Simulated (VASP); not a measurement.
# MgO: convergence, relaxation of the atoms

MgO, P1 (no. 1), 8 atoms in the cell. PBE, relaxation of the atoms; PAW potentials Mg, O (PBE set). VASP 6.6.1.

Wanted: energy within 1 meV/atom; two shortest distances of each atom within 0.01 Å.

POSCAR:
```
MgO
1.0
    3.3077869900      0.0000000000      0.0000000000
   -1.6538934900      2.8646275600      0.0000000000
    0.0000000000      0.0000000000      9.9657633400
Mg O
4 4
Direct
    0.6851990000      0.3433790000      0.2517010000
    0.6516790000      0.3454040000      0.7525070000
    0.3304730000      0.6708950000      0.0019390000
    0.3411970000      0.6575280000      0.5032050000
    0.6506300000      0.3195670000      0.4461930000
    0.6810490000      0.3244680000      0.9475110000
    0.3152050000      0.6506200000      0.1996010000
    0.3445680000      0.6881380000      0.7065430000
```

The series start from Force threshold EDIFFG (eV/Å): -0.02; Electronic threshold EDIFF (eV): 1e-6; Relaxation method: conjugate gradient, POTIM 0.5; Mixing and least electronic steps: default. Each series keeps the choices made before it, and each single choice may use up half of a tolerance.

## Force threshold EDIFFG (eV/Å)

| Force threshold EDIFFG (eV/Å) | Energy less reference (meV/atom) | Two shortest distances of each atom, largest deviation (Å) | Time (s) |
|---|---|---|---|
| -0.1 | 0.7 | 0.005 | 29 |
| -0.05 | 0.1 | 0.002 | 46 |
| -0.03 | 0.1 | 0.001 | 48 |
| -0.02 | 0.0 | 0.000 | 76 |
| -0.01 | 0.0 | 0.001 | 62 |
| -0.005 | 0.0 | 0.000 | 74 |
| -0.002 (reference) | 0.0 | 0.000 | 88 |

Chosen: -0.05, the loosest value from which every tighter one stays within half of the tolerance.

## Electronic threshold EDIFF (eV)

| Electronic threshold EDIFF (eV) | Energy less reference (meV/atom) | Two shortest distances of each atom, largest deviation (Å) | SCF iterations | Time (s) |
|---|---|---|---|---|
| 0.001 | 0.0 | 0.001 | 45 | 32 |
| 0.0001 | 0.0 | 0.000 | 51 | 34 |
| 1e-5 | 0.0 | 0.000 | 67 | 30 |
| 1e-6 | 0.0 | 0.000 | 83 | 46 |
| 1e-7 (reference) | 0.0 | 0.000 | 96 | 31 |

Chosen: 0.001.

## Relaxation method

| Relaxation method | Energy less reference (meV/atom) | Two shortest distances of each atom, largest deviation (Å) | SCF iterations | Time (s) |
|---|---|---|---|---|
| conjugate gradient, POTIM 0.5 | 0.0 | 0.000 | 45 | 32 |
| conjugate gradient, POTIM 0.2 | 0.0 | 0.001 | 56 | 25 |
| conjugate gradient, POTIM 1.0 | 0.0 | 0.001 | 54 | 24 |
| quasi-Newton, POTIM 0.5 | 0.0 | 0.001 | 30 | 17 |
| quasi-Newton, POTIM 0.3, 10 steps kept | 0.1 | 0.001 | 33 | 20 |
| quasi-Newton, POTIM 0.5, at least 5 electronic steps | 0.1 | 0.001 | 36 | 20 |
| damped dynamics, POTIM 0.2, SMASS 0.4 | -0.1 | 0.001 | 71 | 45 |
| damped dynamics, POTIM 0.4, SMASS 0.8 | 0.0 | 0.000 | 41 | 25 |
| velocity quench, POTIM 0.1 | 0.1 | 0.001 | 34 | 19 |

Chosen: quasi-Newton, POTIM 0.5, the fastest of those that stay within half of the tolerance.

## Mixing and least electronic steps

| Mixing and least electronic steps | Energy less reference (meV/atom) | Two shortest distances of each atom, largest deviation (Å) | SCF iterations | Time (s) |
|---|---|---|---|---|
| default | 0.0 | 0.000 | 30 | 17 |
| MAXMIX 40 | 0.2 | 0.001 | 27 | 12 |
| NELMIN 4 | 0.1 | 0.001 | 32 | 16 |
| NELMIN 4, MAXMIX 40 | 0.1 | 0.001 | 33 | 13 |
| ALGO Fast | 0.0 | 0.000 | 30 | 12 |

Chosen: default; MAXMIX 40 would be accurate enough too and is faster here.

## All choices together

| Input | Energy less reference (meV/atom) | Two shortest distances of each atom, largest deviation (Å) | Time (s) |
|---|---|---|---|
| program defaults (naive) | 0.1 | 0.002 | 36 |
| chosen settings | 0.1 | 0.001 | 17 |
| reference settings throughout | 0.0 | 0.000 | 79 |

The tolerance is met.

## The input

INCAR:
```
PREC     = Normal         # precision mode
ENCUT    = 500            # plane-wave cutoff, eV
EDIFF    = 0.001          # SCF threshold, eV
ISMEAR   = 0              # smearing method
SIGMA    = 0.05           # smearing width, eV
LREAL    = F              # projectors in reciprocal space
LASPH    = T              # aspherical terms in the spheres
NELM     = 100            # most SCF steps
ALGO     = Normal         # electronic algorithm
LWAVE    = F              # write WAVECAR
LCHARG   = F              # write CHGCAR
IBRION   = 1              # ionic algorithm
NSW      = 150            # ionic steps
ISIF     = 2              # what is computed and relaxed
EDIFFG   = -0.05          # ionic threshold
POTIM    = 0.5            # step
KPAR     = 8             
```

KPOINTS:
```
k-points
0
Gamma
  6 6 2
```

Commands:
```
cat potpaw_PBE.64/Mg/POTCAR potpaw_PBE.64/O/POTCAR > POTCAR
mpirun -np 8 vasp_std > vasp.out
```

The naive input happens to agree within the tolerance here, in 36 s.

Limits: the start was distorted on purpose (atoms moved at random), so the space group given is the start's and not the crystal's.

The chosen input took VASP 6.6.1 17 s on 8 cores (Intel Xeon 6975P-C (Granite Rapids)), a shared host.

## An input that fails: ionic step far too long

VASP's message: internal error in: us.F  at line: 1398 internal ERROR SETYLM_AUG: -9 36 1251 27 -10 35 35 If you are not a developer, you should not encounter this problem. Please submit a bug report.

Changes against the starting input:
```
- NELM = 100
- IBRION = 2
- NSW = 150
- POTIM = 0.5
+ NELM = 60
+ IBRION = 3
+ NSW = 30
+ POTIM = 5.0
+ SMASS = 0.4
```
